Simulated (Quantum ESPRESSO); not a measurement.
Runs of Quantum ESPRESSO 7.5 on ZrC. The typed cell holds 2 atoms: a = 3.314 Å, b = 3.358 Å, c = 3.361 Å, α = 58.36°, β = 59.44°, γ = 59.68°. 

```tsv
task	level	potentials or basis	cell	k mesh	cutoff (eV)	smearing	form of the LDA correlation	mixing beta	ASE optimiser	other keys	mesh quality	gap on the mesh (eV)	pressure (GPa)	relaxed volume (Å³/atom)	largest force (eV/Å)
single point	LDA	PseudoDojo 0.4.1 SR LDA stringent	as given	10 × 10 × 10	1116	fermi-dirac 0.05 eV	PW92	0.9	-	mixing_beta = 0.9	not flagged	none	-7.7	-	0.32
relaxation of cell and atoms	PW91	PseudoDojo 0.4.1 SR PBE standard	relaxed	4 × 4 × 4	1116	fermi-dirac 0.136 eV	-	0.5	LBFGS	-	coarse	none	0.0	13.04	0.01
relaxation of cell and atoms	PBE+D3	SSSP 1.3 efficiency PBE	relaxed	4 × 4 × 4	748	gaussian 0.1 eV	-	0.5	FIRE	nosym = yes	coarse	none	-0.2	(a)	0.01
single point	PBE	SSSP 1.3 efficiency PBE	as given	10 × 10 × 10	748	fermi-dirac 0.05 eV	-	0.5	-	-	not flagged	none	1.8	-	(b)
```

Alike in all rows: no spin polarisation.

Question: Estimate the missing entries.

Answer: (a) 12.80; (b) 0.33.

Caveats: some runs use coarse meshes; the potentials were made for another functional, which shifts forces and pressure (some runs); pairwise dispersion overbinds metals, which lowers pressure and volume (some runs).

A k mesh can miss the band edges, and the runs leave out spin-orbit coupling on Zr.

A gap of «none» marks a metal or a gap under the smearing width.
